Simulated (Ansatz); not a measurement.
## Where Mg_i (void) puts its levels in the gap of SiC (F-43m)

Aim: at which Fermi levels does Mg_i (void) in SiC (F-43m) change its charge? The model is a cell of 54 host atoms with 1 Mg put in.

Main program and level: Ansatz 0.2.0; place-levels on r2SCAN runs: charge-transition levels and formation energies with image-charge correction and potential alignment at the atomic sites; PAW set soft_1.

**Measured values to reproduce.**

For SiC, cubic 3C zincblende (literature value), “Insight into the structural, elastic and electronic properties of a new orthorhombic 6O-SiC polytype” (2020, pmc:7200658) quotes earlier work: band gap (indirect gap) 2.4 eV [literature value; measurement temperature and method not stated].

## Step 1: Set-up

The cell holds 55 atoms: 27 Si, 27 C and 1 Mg. Cell: a = 9.242 Å, b = 9.242 Å, c = 9.242 Å, α = 60.0°, β = 60.0°, γ = 60.0°. It derives from SiC (space group F-43m). Nearest the centre at fractional (0.250, 0.250, 0.917): Mg55 at 0.00 Å, Si25 at 1.89 Å, Si7 at 1.89 Å, Si19 at 1.89 Å, Si29 at 1.89 Å, C20 at 2.18 Å, C8 at 2.18 Å, C2 at 2.18 Å.

Screening for the image-charge correction: ε∞ = 7.06, ε0 = 10.43, computed on the host (DFPT, PBEsol, on the r2SCAN cell), and a cell off the functional's own equilibrium shifts the ionic part.

The cell's shortest repeat is 9.2 Å.

## Step 2: The runs of each charge state

Levels follow from differences of total energies between charge states, each relaxed by itself.

Random displacements of about 0.05 Å break the site symmetry at the start, so that the relaxation can reach a distorted minimum if there is one. Forces are taken on a 2×2×2 shifted mesh. The cell holds 1 electron fewer than the neutral one, with a uniform background that keeps it neutral on the whole. The electron count is odd, so at least one spin is unpaired; this run locks the moment at 1 μB.

The sampling was tested on the host first: at the k-points planned (1x1x1 shifted 0.25 0.25 0.25) its energy lies 0.119 eV an atom from the dense-mesh value, so the final energies take a denser sampling.

One of the inputs; charge, spin and start change from state to state.

Contents of qp1_M1.relax/input.yaml:

```yaml
crystal:
  lattice:
    - [0.0, 6.53488873, 6.53488873]
    - [6.53488873, 0.0, 6.53488873]
    - [6.53488873, 6.53488873, 0.0]
  atoms:
    - { symbol: Si, position: [0.0, 0.0, 0.0] }
    - { symbol: C, position: [0.08333333, 0.08333333, 0.08333333] }
    - { symbol: Si, position: [0.0, 0.0, 0.33333333] }
[... 3 atom lines left out ...]
    - { symbol: Si, position: [0.0, 0.33333333, 0.0] }
    - { symbol: C, position: [0.08333333, 0.41666667, 0.08333333] }
    - { symbol: Si, position: [0.0, 0.33333333, 0.33333333] }
[... 2 atom lines left out ...]
    - { symbol: C, position: [0.08333333, 0.41666667, 0.75] }
    - { symbol: Si, position: [0.0, 0.66666667, 0.0] }
[... 3 atom lines left out ...]
    - { symbol: Si, position: [0.0, 0.66666667, 0.66666667] }
[... 1 atom line left out ...]
    - { symbol: Si, position: [0.33333333, 0.0, 0.0] }
    - { symbol: C, position: [0.41666667, 0.08333333, 0.08333333] }
    - { symbol: Si, position: [0.33333333, 0.0, 0.33333333] }
[... 2 atom lines left out ...]
    - { symbol: C, position: [0.41666667, 0.08333333, 0.75] }
    - { symbol: Si, position: [0.33333333, 0.33333333, 0.0] }
[... 3 atom lines left out ...]
    - { symbol: Si, position: [0.33333333, 0.33333333, 0.66666667] }
    - { symbol: C, position: [0.41666667, 0.41666667, 0.75] }
[... 4 atom lines left out ...]
    - { symbol: Si, position: [0.33333333, 0.66666667, 0.66666667] }
[... 1 atom line left out ...]
    - { symbol: Si, position: [0.66666667, 0.0, 0.0] }
[... 3 atom lines left out ...]
    - { symbol: Si, position: [0.66666667, 0.0, 0.66666667] }
[... 5 atom lines left out ...]
    - { symbol: Si, position: [0.66666667, 0.33333333, 0.66666667] }
[... 7 atom lines left out ...]
    - { symbol: Mg, position: [0.25, 0.25, 0.916667] }
  host:
    repeats: [3, 3, 3]
    atoms:
      - { symbol: Si, position: [0.0, 0.0, 0.0] }
      - { symbol: C, position: [0.25, 0.25, 0.25] }
total_charge: 1
basis:
  ecutwfc: 500
  xc_grid: 2
hamiltonian:
  xc: r2scan
  pseudopotentials: { kind: paw, azcp: { folder: soft_1 } }
kpoints:
  mp_grid: { grid: [2, 2, 2], shift: [0.5, 0.5, 0.5] }
magnetization:
  spin_polarized: true
  initial_magnetization: 1
  spin_locking: { lock_magnetization: hard }
scf:
  occupations: { method: fixed }
  max_iter: 80
output:
  forces: true
  charged_corrections:
    epsilon: 7.06
    static_epsilon: 10.43
    defect_position: [0.25, 0.25, 0.916667]
relax:
  f_tol: 0.02
  max_steps: 80
  random_displacement: { amplitude: 0.05, seed: 621 }
checkpoint:
  write: "../qp1_M1.relax.run"
  compress: false
  write_wavefunctions: true
  write_every: 100000
```

Run with:

```bash
$ ansatz run input.yaml --threads 4 --pin off --max-ram 7536MiB --backend cpu --events-out ev --progress --plain --runs-dir out
```

The run of this state that the levels use, under r2SCAN:

Contents of qp1_M1.point/input.yaml:

```yaml
crystal:
  checkpoint: "../qp1_M1.relax.run"
  host: checkpoint
total_charge: 1
basis:
  ecutwfc: 500
  xc_grid: 2
hamiltonian:
  xc: r2scan
  pseudopotentials: { kind: paw, azcp: { folder: soft_1 } }
kpoints:
  mp_grid: { grid: [2, 2, 2], shift: [0.5, 0.5, 0.5] }
magnetization:
  spin_polarized: true
  initial_magnetization: 1
  spin_locking: { lock_magnetization: hard }
scf:
  occupations: { method: fixed }
  max_iter: 80
output:
  forces: true
  eigenvalues: true
  charged_corrections:
    epsilon: 7.06
    static_epsilon: 10.43
    defect_position: [0.25, 0.25, 0.916667]
  eigenstates: { localisation: true }
  populations: true
  efg: {}
checkpoint:
  read: "../qp1_M1.relax.run"
  write: "../qp1_M1.point.run"
  compress: false
  write_wavefunctions: false
  write_every: 100000
```

Relaxations under r2SCAN at a 2×2×2 shifted mesh; times on 4 threads of Arm Neoverse V1, shared host:

| charge | moment (μB) | occupations | outcome | steps | largest displacement against the far atoms (Å) | time |
| --- | --- | --- | --- | --- | --- | --- |
| 0 | 0 | fixed | converged | 13 | 0.25 | 4.7 min |
| +1 | 1 | fixed | converged | 5 | 0.25 | 5.4 min |
| +2 | 0 | fixed | converged | 5 | 0.24 | 2.4 min |
| 0 | 2 | fixed | converged | 8 | 0.25 | 9 min |

Single points under r2SCAN at a 2×2×2 shifted mesh; times on 4 threads of Arm Neoverse V1, shared host:

| charge | moment (μB) | occupations | outcome | time |
| --- | --- | --- | --- | --- |
| 0 | 0 | fixed | converged | 28 s |
| +1 | 1 | fixed | converged | 58 s |
| +2 | 0 | fixed | converged | 28 s |
| 0 | 2 | fixed | converged | 63 s |

Distances (Å) from Mg55 to the nearest atoms after relaxation with r2SCAN:

| charge | moment (μB) | 1. | 2. | 3. | 4. | 5. | 6. |
| --- | --- | --- | --- | --- | --- | --- | --- |
| 0 | 0 | Si 2.13 | Si 2.14 | Si 2.14 | Si 2.14 | C 2.17 | C 2.17 |
| 0 | 2 | Si 2.14 | Si 2.14 | Si 2.14 | Si 2.14 | C 2.17 | C 2.17 |
| +1 | 1 | Si 2.13 | Si 2.13 | Si 2.13 | Si 2.13 | C 2.17 | C 2.17 |
| +2 | 0 | Si 2.13 | Si 2.13 | Si 2.13 | Si 2.13 | C 2.17 | C 2.17 |

## Step 3: Levels against the band edges, r2SCAN

A charged cell interacts with its images and the background, and its potential has another zero than the host's. place-levels removes the first by a point-charge model, screened by the static dielectric constant since the ions have relaxed around the charge, and the second by comparing potentials at atoms far from the defect.

The host is a run of the defect-free crystal in the same cutoffs, grids and k-points, so that basis and sampling errors cancel in part in the differences. The host is run in a cell of 2 atoms on a matching mesh. Its band edges are searched through the zone by a band path, so the gap is smaller than, or equal to, that on the mesh. Chemical potentials are energies per atom of Mg (hcp), run with the same functional and cutoff.

Contents of levels.point.yaml:

```yaml
host:
  run: host.point.run
states: [q0.point.run, qp1_M1.point.run, qp2.point.run, q0_M2.point.run]
geometry_from:
  q0.point.run: q0.relax.run
  qp1_M1.point.run: qp1_M1.relax.run
  qp2.point.run: qp2.relax.run
  q0_M2.point.run: q0_M2.relax.run
  host.point.run: host.relax.run
chemical_potentials:
  Mg:
    energy: -1926.407918
    dataset: "<sha256 of the dataset>"
epsilon: 7.06
static_epsilon: 10.43
vertical:
  - { from: qp1_M1.point.run, to: qp1_M1.point_neutral.run }
```

Run with:

```bash
$ ansatz place-levels levels.point.yaml -- --threads 4 --pin off --max-ram 7536MiB
```

Numbers of over 12 decimals in the logs are rounded to 6 here.

What it wrote:

```text
[... repeated set-up lines and file paths are left out, and long positions are rounded to six places ...]
(+2/+1) 1.607 eV above the valence edge, 0.103 eV under the conduction edge
(+1/0) 1.766 eV above the valence edge (+1.983 eV without the band-filling correction), in the conduction band
formation energy of charge +2: +5.120 eV with the Fermi level at the valence edge
formation energy of charge +1: +6.727 eV with the Fermi level at the valence edge
formation energy of charge 0: +8.493 eV with the Fermi level at the valence edge
vertical +1 to 0: no energy, since no alignment is typed
  the change from vertical[0].from (qp1_M1.point.run) to vertical[0].to (qp1_M1.point_neutral.run): by its potential at epsilon 7.06 it stands at 0.387 0.386 0.053, with an rms radius of about 5.0 Å (2.9 2.9 2.9 Å across the planes of the cell's vectors); [...]
  edges by r2scan, gap 1.710 eV; the host is sampled to repeats of 18.48 Å
  the defect's cells are sampled to repeats of 18.48 Å, like sampling
  charge +2: -26005.9607 eV with its correction of +1.447 eV, at epsilon 10.43, aligned at sites: +0.2390 eV, mean over 24 atomic sites at or beyond 4.62 Å from the defect at [0.2500, 0.2500, 0.9167], with +0.000000 for the charge's moments and without [...]
  charge +1: -25994.9761 eV with its correction of +0.544 eV, at epsilon 10.43, aligned at sites: +0.3019 eV, mean over 24 atomic sites at or beyond 4.62 Å from the defect at [0.2500, 0.2500, 0.9167], with +0.000000 for the charge's moments and without [...]
  charge 0: +0.000 eV for its dipole among its images, +0.000 omitted
  charge 0: states[3] (q0_M2.point.run) stands 0.757 eV higher, with a moment of 2.00 μB against 0.00
  of states[2] (qp2.point.run): how wide its charge is, is not read beside other atoms or cores, and a band state would take no correction. [...]
  of states[1] (qp1_M1.point.run): it parts from the run at its places by a charge that spreads by about 2.9 Å along one vector (1.3 Å or more is wide), by its potential at epsilon 7.06, taken for that of held ions (one typed too small widens it), where the [...]
  of states[0] (q0.point.run): a band-filling correction moves a carrier to the host's band edge, which changes its energy by -0.217 eV; [...]
  of states[3] (q0_M2.point.run): its alignment with the host at atomic sites is doubtful: the mean over the far sites moves by -0.1934 eV from their farther parts to their nearer, more than 0.05 eV. [...]
  of vertical[0].from (qp1_M1.point.run): stability_check_not_made; [...]
```

Run time: 0.33 s. Hardware: 4 threads of Arm Neoverse V1, shared host.

Levels between the charges placed, in eV above the valence top:

|  | gap (eV) | (+2/+1) | (+1/0) |
| --- | --- | --- | --- |
| r2SCAN | 1.71 | 1.61 | 1.77 |

Corrections by state:

| charge | moment (μB) | image terms and alignment (eV) | band filling (eV) | ε used | over the lowest of its charge, as the program ranks them, band filling apart (eV) |
| --- | --- | --- | --- | --- | --- |
| +2 | 0.0 | 1.447 | - | 10.43 | 0.000 |
| +1 | 1.0 | 0.544 | - | 10.43 | 0.000 |
| 0 | 0.0 | 0.000 | -0.217 | - | 0.000 |
| 0 | 2.0 | 0.000 | - | - | 0.757 |

The charged structures listed were also run neutral, and place-levels reads from each pair, by the potential or the spins, how wide the charge is by which they differ; that can be the carrier of either run.

| charge | rms radius (Å) | spread where it is widest against the cell (Å) | wide from (Å) | reading |
| --- | --- | --- | --- | --- |
| +1 | 5.0 | 2.87 | 1.31 | wide |

The neutral runs of these pairs need not share the spin of the lowest neutral state, and very wide values only mean spread over the cell.

From the program's caveats on the states, each cut to its opening words:

- charge +2: how wide its charge is, is not read beside other atoms or cores, and a band state would take no correction
- charge +2: its alignment with the host at atomic sites is doubtful: the mean over the far sites moves by -0.2138 eV from their farther parts to their nearer, more than [...]
- charge +1 (1 μB): it parts from the run at its places by a charge that spreads by about 2.9 Å along one vector (1.3 Å or more is wide), by its potential at epsilon 7.06, taken [...]
- charge +1 (1 μB): its alignment with the host at atomic sites is doubtful: the mean over the far sites moves by -0.2134 eV from their farther parts to their nearer, more than [...]
- charge +1 (1 μB), 0 (2 μB): flagged: stability check not made
- charge 0: a band-filling correction moves a carrier to the host's band edge, which changes its energy by -0.217 eV
- charge 0: its alignment with the host at atomic sites is doubtful: the mean over the far sites moves by -0.2154 eV from their farther parts to their nearer, more than [...]
- charge 0 (2 μB): its alignment with the host at atomic sites is doubtful: the mean over the far sites moves by -0.1934 eV from their farther parts to their nearer, more than [...]
- charge 0 (2 μB): its moments are held at its close (magnetization.spin_locking), by a field of 0.457 eV a Bohr magneton, and its energy and levels are of the state that this [...]
- charge 0 (2 μB): filled levels lie above empty ones at the fixed electron count

Chemical potentials of the elements' reference phases, run alike. Formation energy by charge state (elemental references; gap 1.71 eV):

| charge | at valence top (eV) | at conduction bottom (eV) | correction included (eV) |
| --- | --- | --- | --- |
| +2 | 5.12 | 8.54 | 1.45 |
| +1 | 6.73 | 8.44 | 0.54 |
| 0 | 8.49 | 8.49 | -0.22 |

| Fermi level (eV) | lowest formation energy (eV) |
| --- | --- |
| 0.00 | 5.12 |
| 0.16 | 5.43 |
| 0.31 | 5.74 |
| 0.47 | 6.05 |
| 0.62 | 6.36 |
| 0.78 | 6.67 |
| 0.93 | 6.99 |
| 1.09 | 7.30 |
| 1.24 | 7.61 |
| 1.40 | 7.92 |
| 1.55 | 8.23 |
| 1.71 | 8.44 |

## Step 4: Results

| Quantity | Value |
| --- | --- |
| gap of the host | 1.71 eV (r2SCAN) |
| level (plus 2/plus 1) | 1.61 eV above the valence top |
| level (plus 1/0) | 1.77 eV above the valence top, past the conduction bottom (1.98 eV above the valence top without the band-filling term) |
| lowest of the charges placed, just above the valence top (0.02 eV) | +2 |
| lowest of the charges placed, just below the conduction bottom (0.02 eV) | +1 |
| lowest formation energy at mid-gap of the charges run, elemental references | 6.83 eV |

Of the charges placed (0, +1 and +2), the lowest changes at 1.61 eV (+2/+1) above the valence top, in a gap of 1.71 eV. (+2/+1) lies nearer to a band edge than the share of the finite-size correction in it (0.90 eV), and that correction holds for a localised charge alone. (+2/+1) lies 0.10 eV from a band edge, less than the doubt on such levels. Charges above +2 and below 0 were not placed, so these runs say nothing of levels that involve them. States placed: +2 at 0 μB; +1 at 1 μB; 0 at 0 μB and 2 μB. Other spin states or structures, where not listed, weren't placed. The program finds carriers beyond a band edge of the host and adds a band-filling term at charge 0 (-0.22 eV); steps to such a charge show no bound level, and a defect level inside a band would be read the same way. Mg is taken at its element; compounds, which aren't counted here, bound the chemical potentials and would shift these formation energies. The program doubts the alignment of potentials for at least one state, a sign that the cell is small. Keep in mind: r2SCAN makes the gap too small and tends to spread out bound carriers.

Computed beside measured:

| quantity | measured | r2SCAN |
| --- | --- | --- |
| band gap (least gap of the host) (eV) | 2.4 | 1.71 (-0.69 eV) |

Measured values from pmc:7200658 (2020).

Verdict: The band gap is off by -0.69 eV: a clear miss. Local and semilocal functionals usually give gaps below the measured ones. Zero-point and thermal motion shift the measured gap.

[Logs are printed without paths, hosts, clocks, repeated set-up lines and the standing remarks that a program may print on its own settings, such as how far it seeks lower states.]

[Hosts, paths, dates, database ids (printed as entryN), source tags and the programs' standing remarks are cut or masked in the printed files.]

[Where a table of states has a column of steps, it counts the stored structures, which are thinned; the runs took as many ionic steps or more.]

[A defect's name tells the site on which it was built; relaxed atoms can leave that site.]

[For some hosts the program warned that the k-mesh of the response run may be too coarse for force constants and the static dielectric constant; such warnings are not shown here.]
